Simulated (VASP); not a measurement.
# BN: restarted molecular dynamics, 2 variants

BN, P4_2/mnm (no. 136), 16 atoms in the cell. PBE, molecular dynamics; PAW potentials N, B (PBE set).

| Restart from | Temperature at the end (K) | The same without a restart (K) | Potential energy at the end (eV/atom) | The same without a restart (eV/atom) | Electronic steps in the first step after the restart | Time (s) |
|---|---|---|---|---|---|---|
| CONTCAR with velocities, WAVECAR read | 1048.0 | 1049.0 | -8.56240 | -8.56240 | 6 | 275 |
| CONTCAR with velocities, no WAVECAR | 1049.0 | 1049.0 | -8.56240 | -8.56240 | 15 | 408 |

Limits: 60 fs of 16 atoms are too short for converged averages; the cell is only 4.4 Å across, so each atom moves in step with near copies of itself.

## Input of the first row

INCAR.step1:
```
SYSTEM = BN
ALGO = Normal
EDIFF = 1E-6
ENCUT = 400
GGA = PE
IBRION = 0
ISIF = 2
ISMEAR = 0
ISYM = 0
KPAR = 2
LASPH = .TRUE.
LCHARG = .FALSE.
LREAL = Auto
LWAVE = .TRUE.
MDALGO = 2
NELM = 60
NELMIN = 4
NSW = 30
POTIM = 1.0
PREC = Normal
RANDOM_SEED = 223710 0 0
SIGMA = 0.05
SMASS = 0
TEBEG = 1600
```

INCAR.step2, as INCAR.step1 but for:
```
- LWAVE = .TRUE.
+ LWAVE = .FALSE.
```

KPOINTS:
```
k-points
0
Monkhorst-Pack
  2 2 2
```

POSCAR.step1:
```
BN
1.0
    4.4242230000      0.0000000000      0.0000000000
    0.0000000000      4.4242230000      0.0000000000
    0.0000000000      0.0000000000      5.1007120000
N B
8 8
Direct
    0.1873990000      0.1873990000      0.2500000000
    0.1873990000      0.1873990000      0.7500000000
    0.6873990000      0.3126010000      0.0000000000
    0.6873990000      0.3126010000      0.5000000000
    0.3126010000      0.6873990000      0.0000000000
    0.3126010000      0.6873990000      0.5000000000
    0.8126010000      0.8126010000      0.2500000000
    0.8126010000      0.8126010000      0.7500000000
    0.8257170000      0.1742830000      0.2500000000
    0.8257170000      0.1742830000      0.7500000000
    0.6742830000      0.6742830000      0.0000000000
    0.6742830000      0.6742830000      0.5000000000
    0.3257170000      0.3257170000      0.0000000000
    0.3257170000      0.3257170000      0.5000000000
    0.1742830000      0.8257170000      0.2500000000
    0.1742830000      0.8257170000      0.7500000000
```

Commands (each step's output is kept before the next begins):
```
cat potpaw_PBE.64/N/POTCAR potpaw_PBE.64/B/POTCAR > POTCAR
cp INCAR.step1 INCAR
cp POSCAR.step1 POSCAR
mpirun -np 2 vasp_std > vasp.out
cp CONTCAR POSCAR
cp INCAR.step2 INCAR
mpirun -np 2 vasp_std > vasp.out
```

Changes of the last row against the first:
```
(step 1)
- LWAVE = True
+ LWAVE = False
```

VASP 6.6.1 took 275 s on 2 cores (AMD EPYC 7R43 (Zen 3)), a shared host.
